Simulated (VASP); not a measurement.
# LiF (Fm-3m) in VASP: a series of runs, part 2 of 2

VASP 6.6.1.

## Step 5: Electrostatic potential, PBE, non-collinear spin, zero start, spin-orbit coupling

This run uses another cell than the first one, of 7.75 Å³/atom, 0.954 times its volume.

Input file INCAR:

```
SYSTEM = LiF
PREC     = Accurate       ! precision mode
ENCUT    = 520            ! plane-wave cutoff, eV
EDIFF    = 1E-6           ! SCF threshold, eV
ISMEAR   = 0              ! smearing method
SIGMA    = 0.02           ! smearing width, eV
LREAL    = .FALSE.        ! projectors in reciprocal space
LASPH    = .TRUE.         ! aspherical terms in the spheres
NELM     = 60             ! most SCF steps
ALGO     = Normal         ! electronic algorithm
ISIF     = 2              ! what is computed and relaxed
LWAVE    = .FALSE.        ! write WAVECAR
LCHARG   = .TRUE.         ! write CHGCAR
MAGMOM   = 0 0 0 0 0 0    ! initial moments
LORBIT   = 11             ! projections on sites
LSORBIT  = .TRUE.         ! spin-orbit coupling
GGA_COMPAT= .FALSE.      
GGA      = PE             ! functional
LVHAR    = .TRUE.       
KPAR     = 4
```

Input file KPOINTS:

```
regular mesh
0
G
  12 12 12
  0 0 0
```

Input file POSCAR:

```
LiF                                     
1.0
    0.0000000000      1.9790394680      1.9790394680
    1.9790394680     -0.0000000000      1.9790394680
    1.9790394680      1.9790394680      0.0000000000
  Li              F             
     1     1
Direct
     0.0000000000000000    1.0000000000000000    1.0000000000000000
     0.5000000000000000    0.5000000000000000    0.5000000000000000
```

Potentials or basis: VASP PAW PBE potentials, release 64 (Li_sv, F).

Command:

```
$ cat potpaw_PBE.64/Li_sv/POTCAR potpaw_PBE.64/F/POTCAR > POTCAR
$ mpirun -np 4 vasp_ncl > vasp.out
```

OUTCAR:

```text
SYSTEM = LiF
   PREC = Accurate
   ENCUT = 520
   EDIFF = 1E-6
   ISMEAR = 0
   LREAL = .FALSE.
   LASPH = .TRUE.
   NELM = 60
   ISIF = 2
   LORBIT = 11
   LSORBIT = .TRUE.
   GGA = PE

 ion  position               nearest neighbor table
   1  0.000  0.000  0.000-   2 1.98   2 1.98   2 1.98   2 1.98   2 1.98   2 1.98
   2  0.500  0.500  0.500-   1 1.98   1 1.98   1 1.98   1 1.98   1 1.98   1 1.98

  LATTYP: Found a face centered cubic cell.
 ALAT       =     3.9580789360

  Lattice vectors:

 A1 = (   0.0000000000,   1.9790394680,   1.9790394680)
[... 772 lines left out ...]
     0.0000000     0.0000000     0.0000000     0.0000000     0.0000000
     0.0000000     0.0000000     0.0000000     0.0000000     0.0000000
 l=   3
     0.0000000     0.0000000     0.0000000     0.0000000     0.0000000     0.0000000     0.0000000
     0.0000000     0.0000000     0.0000000     0.0000000     0.0000000     0.0000000     0.0000000
     0.0000000     0.0000000     0.0000000     0.0000000     0.0000000     0.0000000     0.0000000
     0.0000000     0.0000000     0.0000000     0.0000000     0.0000000     0.0000000     0.0000000
     0.0000000     0.0000000     0.0000000     0.0000000     0.0000000     0.0000000     0.0000000
     0.0000000     0.0000000     0.0000000     0.0000000     0.0000000     0.0000000     0.0000000
     0.0000000     0.0000000     0.0000000     0.0000000     0.0000000     0.0000000     0.0000000

 total charge

# of ion       s       p       d       tot
------------------------------------------
    1        2.020   0.054   0.000   2.073
    2        1.730   4.423   0.000   6.152
--------------------------------------------------
tot          3.750   4.476   0.000   8.226

 magnetization (x)

# of ion       s       p       d       tot
------------------------------------------
    1       -0.000  -0.000   0.000  -0.000
    2        0.000   0.000   0.000   0.000
--------------------------------------------------
tot          0.000   0.000   0.000   0.000

 magnetization (y)

# of ion       s       p       d       tot
------------------------------------------
    1        0.000   0.000   0.000   0.000
    2        0.000   0.000   0.000   0.000
--------------------------------------------------
tot          0.000   0.000   0.000   0.000

 magnetization (z)

# of ion       s       p       d       tot
------------------------------------------
    1       -0.000   0.000   0.000  -0.000
    2       -0.000   0.000   0.000   0.000
--------------------------------------------------
tot         -0.000   0.000   0.000  -0.000
```

OSZICAR:

```text
N       E                     dE             d eps       ncg     rms          rms(c)
DAV:   1     0.518722739253E+02    0.51872E+02   -0.53394E+03  2592   0.119E+03
DAV:   2    -0.664764920450E+01   -0.58520E+02   -0.57385E+02  3182   0.288E+02
DAV:   3    -0.100794370730E+02   -0.34318E+01   -0.34049E+01  4278   0.545E+01
DAV:   4    -0.101261643679E+02   -0.46727E-01   -0.46650E-01  3190   0.649E+00
DAV:   5    -0.101265168621E+02   -0.35249E-03   -0.35244E-03  3262   0.501E-01    0.454E+00
DAV:   6    -0.960240711037E+01    0.52411E+00   -0.12221E+00  2668   0.131E+01    0.133E+00
DAV:   7    -0.960868058631E+01   -0.62735E-02   -0.37586E-02  3298   0.212E+00    0.871E-01
DAV:   8    -0.961542076230E+01   -0.67402E-02   -0.16530E-02  3328   0.182E+00    0.171E-01
DAV:   9    -0.961515566536E+01    0.26510E-03   -0.13536E-03  3050   0.505E-01    0.491E-02
DAV:  10    -0.961524340932E+01   -0.87744E-04   -0.16880E-04  2826   0.148E-01    0.317E-02
DAV:  11    -0.961524216000E+01    0.12493E-05   -0.12040E-05  3318   0.468E-02    0.963E-03
DAV:  12    -0.961524309608E+01   -0.93608E-06   -0.12636E-06  3002   0.158E-02
   1 F= -.96152431E+01 E0= -.96152431E+01  d E =-.426722E-24  mag=     0.0000     0.0000     0.0000
```

stdout:

```text
POSCAR found type information on POSCAR LiF
 POSCAR found :  2 types and       2 ions
 scaLAPACK will be used
 LDA part: xc-table for (Slater+PW92), standard interpolation
 POSCAR, INCAR and KPOINTS ok, starting setup
 FFT: planning ... GRIDC
 FFT: planning ... GRID_SOFT
 FFT: planning ... GRID
 WAVECAR not read
 entering main loop
```

It took 20 s on 4 MPI ranks of Intel Xeon Platinum 8488C (Sapphire Rapids), shared host; peak memory 0.19 GiB.

What came out:

```
Free energy                                           : -9.6152 eV
Net moment                                            : 0.00 μB per cell
Valence electrons inside the program's atomic spheres : Li 2.07; F 6.15
```

Moments on the atoms (μB; x, y, z):
```
Li  0.00 0.00 0.00
F   0.00 0.00 0.00
```

Caveat: the cutoff is under 1.25 times the usual one of these potentials, so pressure, stress and relaxed cells hold a basis-set (Pulay) error.

## Step 6: Electrostatic potential, PBE

This run uses another cell than the first one, of 7.75 Å³/atom, 0.954 times its volume.

Edit INCAR of step 5 so:

```diff
@@ -13,6 +13,2 @@
 LCHARG   = .TRUE.         ! write CHGCAR
-MAGMOM   = 0 0 0 0 0 0    ! initial moments
-LORBIT   = 11             ! projections on sites
-LSORBIT  = .TRUE.         ! spin-orbit coupling
-GGA_COMPAT= .FALSE.      
 GGA      = PE             ! functional
```

KPOINTS is that of step 5.

POSCAR is that of step 5.

Potentials or basis: VASP PAW PBE potentials, release 64 (Li_sv, F).

Command:

```
$ cat potpaw_PBE.64/Li_sv/POTCAR potpaw_PBE.64/F/POTCAR > POTCAR
$ mpirun -np 4 vasp_std > vasp.out
```

Run time: 4.2 s. Hardware: 4 MPI ranks of Intel Xeon Platinum 8488C (Sapphire Rapids), shared host; peak memory 0.12 GiB.

It converged, with:

```
Free energy            : -9.6151 eV
Band gap on the k mesh : 9.57 eV, direct
```

Levels at points of the mesh, in eV from the valence-band top:
| k point | band 1 | band 2 | band 3 | band 4 | band 5 | band 6 | band 7 | band 8 | band 9 |
| --- | --- | --- | --- | --- | --- | --- | --- | --- | --- |
| (0.00, 0.00, 0.00) | -40.81 | -20.12 | 0.00 | 0.00 | 0.00 | 9.57 | 24.67 | 24.67 | 24.67 |
| (0.50, 0.00, 0.00) | -40.74 | -19.65 | -2.68 | -0.25 | -0.25 | 11.05 | 17.38 | 19.32 | 19.32 |
| (0.50, 0.50, 0.00) | -40.72 | -19.34 | -3.24 | -1.08 | -1.08 | 15.31 | 16.72 | 18.10 | 20.87 |

Caveat: the cutoff is under 1.25 times the usual one of these potentials, so pressure, stress and relaxed cells hold a basis-set (Pulay) error.

## Step 7: Summary

```tsv
task	level	spin	cell	k mesh	cutoff (eV)	grid for exact exchange (PRECFOCK)	screening parameter	gap on the mesh (eV)
relaxation of cell and atoms	r2SCAN+rVV10	off	relaxed	12 × 12 × 12	600	-	-	10.72
electrostatic potential	r2SCAN+rVV10	off	Fm-3m, 7.75 Å³/atom	12 × 12 × 12	520	-	-	10.72
electrostatic potential	HSE06	off	Fm-3m, 7.75 Å³/atom	8 × 8 × 8	520	Fast	0.2 1/A	11.93
electrostatic potential	PBE	non-collinear, zero start, SOC	Fm-3m, 7.75 Å³/atom	12 × 12 × 12	520	-	-	-
electrostatic potential	PBE	off	Fm-3m, 7.75 Å³/atom	12 × 12 × 12	520	-	-	9.57
```

Alike in all rows: potentials or basis VASP PAW PBE potentials, release 64 (Li_sv, F); smearing gaussian 0.02 eV.

On the cell as given the gap runs from 9.57 eV (PBE) to 11.93 eV (HSE06); the meshes differ, which moves gaps too.

Caveats: the cutoff is under 1.25 times the usual one of these potentials, so pressure, stress and relaxed cells hold a basis-set (Pulay) error; the PAW data sets were made with another functional, which shifts forces and pressure a little (some runs).

Total energies depend on the potentials used, so only differences within one code and one set of settings carry meaning.
